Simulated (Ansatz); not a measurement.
# TiC (Fm-3m) in Ansatz: single point with PBE+D4

Aim: the single point of TiC with PBE+D4.

Everything below comes from runs of Ansatz 0.2.0. Logs are shortened: lines on timing, memory, paths and dates and some standing lists are left out, and cuts for length are marked.

## 1. The undisturbed crystal

The structure is cubic, space group Fm-3m (No. 225). Conventional cell: a = 4.331 Å, b = 4.331 Å, c = 4.331 Å, α = 90.00°, β = 90.00°, γ = 90.00°. Ti (site symmetry m-3m) has 6 C at 2.17 Å as nearest neighbours. C (site symmetry m-3m) is surrounded by 6 Ti at 2.17 Å.

The cell is a database's computed one.

## 2. Single point, PBE+D4 (atoms moved at random, drawn with an rms of 0.15 Å)

Contents of input.yaml:

```yaml
crystal:
  lattice:
    - [0.0, 2.1657188437, 2.1657188437]
    - [2.1657188437, 0.0, 2.1657188437]
    - [2.1657188437, 2.1657188437, 0.0]
  atoms:
    - { symbol: Ti, position: [0.038439, -0.057499, -0.024284] }
    - { symbol: C, position: [0.431924, 0.516164, 0.527874] }
kpoints:
  mp_grid: { grid: [11, 11, 11] }
scf:
  occupations: { method: tetrahedron }
hamiltonian:
  xc: pbe
  dispersion: d4
  pseudopotentials: { kind: all_electron, lapw: { basis_error: 0.001 } }
output:
  forces: true
  stress: true
  eigenvalues: true
```

Potentials or basis: all-electron LAPW, scalar-relativistic.

Command:

```
> ansatz run input.yaml --threads 1 --pin off --max-ram 3072MiB --backend cpu --events-out ev --progress --plain --runs-dir out
```

The program printed:

```text
Warning: output.forces, output.stress, relax.cell or npt_langevin: where a Kohn–Sham band that disperses or a degenerate level is filled in part under the method tetrahedron, the forces or the stress that this run publishes need not agree with its energy (scf.occupations.method in the input reference, under Limitations); prefer a smearing scheme for the forces or the stress
Warning: RAYON_NUM_THREADS=1 ignored (pool sized by the plan → 1); use --threads N
LAPW: plane waves up to 10.170 Å⁻¹, error target 1.0e-3 eV per atom; small_component_spin mean_spin; C in spheres of 0.829 Å, 6 of its electrons in bands, Dirac shells []; Ti in spheres of 1.070 Å, 20 of its electrons in bands, Dirac shells [] (how accurate: hamiltonian.pseudopotentials.lapw.basis_error, Limitations)
Engine: ansatz 0.2.0, aarch64-unknown-linux-gnu
Pseudopotentials: kind: all_electron
Pseudopotential: Ti, LAPW, valence charge 20, lapw/all_electron/scalar/gaussian/Ti, Koelling and Harmon's equation, gaussian nucleus
Pseudopotential: C, LAPW, valence charge 6, lapw/all_electron/scalar/gaussian/C, Koelling and Harmon's equation, gaussian nucleus
Functional definition: PBE
  parameter kappa = 0.804
  parameter beta = 0.06672455060314922
  exchange = pbe_x(kappa = kappa, mu = beta*pi^2/3)
  correlation = pbe_c(beta = beta)
davidson cushion auto → on  (no smearing: the cushion is to keep the highest requested band from converging to the state above it; pin scf.eigensolver.cushion to override)
Crystal: 2 atoms, lattice volume = 20.316 Å³
Basis set: ecut = 394.04108789525935 eV, 339 PW (Γ), exchange–correlation at level 2
Bands: 17, of which v1, the nominal top of the filled ones, is band 13 counted from 1 (12 counted from 0)
Symmetry: 1 space group operations
Space group: P1 (ITA 1), of the structure as read, at distance tolerance 2.7e-5 Å
k-points: 666 of 1331 (time reversal used)
Non-local potential: Ti, projectors of the file, none
Non-local potential: C, projectors of the file, none
Initial density: superposition of atomic densities (chi_scale 0.1, normalization cell, long waves kept (reshape's long-wave potential 0.00 eV rms))
Initial wavefunctions: plane waves of lowest kinetic energy (no species holds an atomic orbital)
Functional: x = pbe(κ = 0.804, μ = 0.2195149727645171), c = pbe(β = 0.06672455060314922)
iter 1 solved again at ethr=3.12e-2 eV; its pass at ethr=1.00e-1 eV (dr2=8.12e0 eV) is discarded
SCF iter   1: F=—  HF=-24274.453684 eV  |F-HF|=—  |Δ(HF+E_count)|=         —  Δρ=1.77e-1  dr2=8.13e0  ethr=3.12e-2  ⟨swp⟩=2.0  Hψ=70510  notcnv=0
preconditioner: auto → none  [insulator: Δε(μ)=0.944 eV  Ē_g=20.687 eV  n_scr=8 (ndim 8)  ℏωp=30.8 eV  f_vac=0.000  ε∞_Penn≈3.2]
SCF iter   2: F=—  HF=-24275.130949 eV  |F-HF|=—  |Δ(HF+E_count)|=   6.77e-1  Δρ=1.98e-1  dr2=9.96e0  ethr=3.12e-2  ⟨swp⟩=3.0  Hψ=36360  notcnv=0
iter 3 solved again at ethr=3.22e-4 eV; its pass at ethr=3.12e-2 eV (dr2=8.36e-2 eV) is discarded
SCF iter   3: F=—  HF=-24272.021473 eV  |F-HF|=—  |Δ(HF+E_count)|=    3.11e0  Δρ=2.52e-2  dr2=8.33e-2  ethr=3.22e-4  ⟨swp⟩=2.2  Hψ=56897  notcnv=0
SCF iter   4: F=—  HF=-24271.990529 eV  |F-HF|=—  |Δ(HF+E_count)|=         —  Δρ=1.12e-2  dr2=1.07e-2  ethr=3.20e-4  ⟨swp⟩=3.0  Hψ=35964  notcnv=0
the basis was enlarged: its passes take 295.3 KiB over the memory plan, 1 of 1 planned eigensolver slots
SCF iter   5: F=—  HF=-24271.991098 eV  |F-HF|=—  |Δ(HF+E_count)|=   5.69e-4  Δρ=1.78e-3  dr2=5.88e-4  ethr=4.13e-5  ⟨swp⟩=2.1  Hψ=34678  notcnv=0
SCF iter   6: F=—  HF=-24271.990777 eV  |F-HF|=—  |Δ(HF+E_count)|=   3.21e-4  Δρ=4.18e-4  dr2=3.34e-5  ethr=2.26e-6  ⟨swp⟩=2.4  Hψ=34937  notcnv=0
SCF iter   7: F=—  HF=-24271.990748 eV  |F-HF|=—  |Δ(HF+E_count)|=   2.97e-5  Δρ=2.03e-4  dr2=9.28e-6  ethr=1.29e-7  ⟨swp⟩=3.0  Hψ=38256  notcnv=0
SCF iter   8: F=—  HF=-24271.990742 eV  |F-HF|=—  |Δ(HF+E_count)|=   5.58e-6  Δρ=5.32e-5  dr2=5.77e-7  ethr=3.57e-8  ⟨swp⟩=2.3  Hψ=34877  notcnv=0
SCF iter   9: F=-24271.990741 eV  HF=-24271.990742 eV  |F-HF|=6.69e-8  |Δ(HF+E_count)|=   4.39e-7  Δρ=1.22e-5  dr2=2.79e-8  ethr=2.22e-9  ⟨swp⟩=3.0  Hψ=36792  notcnv=0
SCF 1 converged in 9 iterations: F = -24271.990741 eV  dr2 = 2.79e-8
SCF converged after 9 iterations
Stability not checked: this state was not tested for a lower state beside it, because cold or Methfessel-Paxton smearing, or corrected tetrahedra, fill the levels in a way that the test cannot read (fill_not_monotonic; see scf.lower_state_search)
Free energy (F): -24271.990741 eV
Harris-Foulkes:  -24271.990742 eV  (|F-HF|=6.69e-8)
Internal energy: -24271.990741 eV  (E = F + TS)
E sigma→0 (E₀):  -24271.990741 eV
Fermi energy:    15.077243 eV
--- Per-component energies (eV) ---
  E_band       = -4170.891836
  E_kinetic    = 24496.193425
  E_xc         = -1296.504416
  E_electrostatic = -47471.123958  (all electrons and nuclei)
  E_disp       = -0.555793  (pairwise vdW)
  E_smearing   = -0.000000  (= −TS)
  E_closure    = 0.000000  (closes the sum)
  E_atoms      = -24254.253874  (free atoms, spherical and without spin; not in F)
  Σ components = -24271.990741   (vs F -24271.990741, Δ=0.00e0)
  Basis errors (estimates in eV, not in F): energy 4.9e-4 per atom: plane waves 4.4e-4 (2.6e-4 summed), levels above the bands 0.0e0, relativity 2.3e-8, radial functions 4.7e-5, core shells 2.1e-11; eigenvalues (radial functions only) 1.2e-6; not estimated: angular momenta, meshes, grids; target (lapw.basis_error) 1.0e-3; muffin-tin radii C 0.829 Å, Ti 1.070 Å
--- Forces (eV/Å), atoms counted from 1 ---
  atom   1  Ti     2.84588607    -0.76805158    -0.40696982
  atom   2  C     -2.84587305     0.76805941     0.40697752
  max |Σ_I F_I| component: 1.30e-5 eV/Å
--- Stress (GPa, compression-positive) ---
       21.398259       3.682856       2.314870
        3.682856       0.612835      -1.099166
        2.314870      -1.099166      -2.130573
  P = ⅓ Tr σ = 6.6268 GPa (66.268 kbar)
--- Band table (eV; the first three rows and the last of 666) ---
  k-point 0: bands = ["-515.6258", "-422.9002", "-422.8926", "-422.8544", "-249.3087", "-41.3601", "-17.4204", "-17.4177", "-17.4127", "2.8318", "14.3832", "14.5155", "14.7187", "15.8681", "16.6868", "18.5190", "18.7499"]
  k-point 1: bands = ["-515.6258", "-422.9002", "-422.8926", "-422.8544", "-249.3087", "-41.3542", "-17.4596", "-17.4226", "-17.4197", "3.0182", "13.7260", "14.4362", "14.8521", "15.9003", "16.5021", "18.0123", "19.3759"]
  k-point 2: bands = ["-515.6258", "-422.9002", "-422.8926", "-422.8544", "-249.3087", "-41.3383", "-17.5716", "-17.4344", "-17.4314", "3.5506", "12.7277", "13.8480", "14.5314", "16.1310", "16.4991", "17.8057", "20.5169"]
  k-point 665: bands = ["-515.6258", "-422.9002", "-422.8926", "-422.8544", "-249.3087", "-41.2839", "-17.9014", "-17.4977", "-17.4712", "6.0819", "9.5656", "12.1538", "12.2552", "17.8672", "18.0905", "19.3373", "22.3791"]
```

Wall time 2.5 min (1 thread of Arm Neoverse V1, shared host); peak memory 0.91 GiB.

What came out:

- Free energy: -24271.9907 eV
- Pressure: 6.6 GPa
- Largest force: 2.976 eV/Å
- Band gap on the k mesh: 0.04 eV, indirect (least direct gap 0.47 eV)

Forces on the atoms (eV/Å):
```
Ti   2.846 -0.768 -0.407
C   -2.846  0.768  0.407
```

Stress tensor (GPa, compression positive):
```
21.40  3.68  2.31
 3.68  0.61 -1.10
 2.31 -1.10 -2.13
```

Levels at points of the mesh, in eV from the valence-band top:
```tsv
k point	band 11	band 12	band 13	band 14	band 15	band 16
(0.00, 0.00, 0.00)	-0.69	-0.56	-0.36	0.79	1.61	3.44
```

Caveat: an odd mesh through Γ misses points on the zone boundary, where band edges often lie; forces of over 1 eV/Å show positions far from the minimum, so gaps and moduli don't describe the material at rest; with tetrahedron occupations forces and stress needn't match the slope of the energy.
